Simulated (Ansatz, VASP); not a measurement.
## One calculation of Al, two programs

```
Al
1.0
     2.70349    0.00000    0.00000
     0.00000    2.70349    0.00000
     0.00000    0.00000    2.70349
Al
1
Direct
  0.00000 0.00000 0.00000
```

Change from the starting cell: volume scaled by 0.98.

Alike in both runs: task single point; functional PBE; k mesh 10 × 10 × 10; occupations fermi-dirac, width 0.05 eV; no spin polarisation.

|  | VASP | Ansatz |
| --- | --- | --- |
| version | VASP 6.6.1 | Ansatz 0.2.0 |
| potentials or method | VASP PAW PBE potentials, release 64 (Al) | Ansatz PAW |
| plane-wave cutoff (eV) | 520 | 420 |
| valence electrons in the cell | 3 | 3 |

|  | VASP | Ansatz | Ansatz less VASP |
| --- | --- | --- | --- |
| gap on the k mesh at the Fermi level (eV) | none | none | - |
| pressure (GPa) | 1.5 | 1.6 | +0.02 |

A gap of «none» marks a metal or a gap that the smearing closes. With one functional, cell and mesh, what is left measures potentials, basis and numerics.
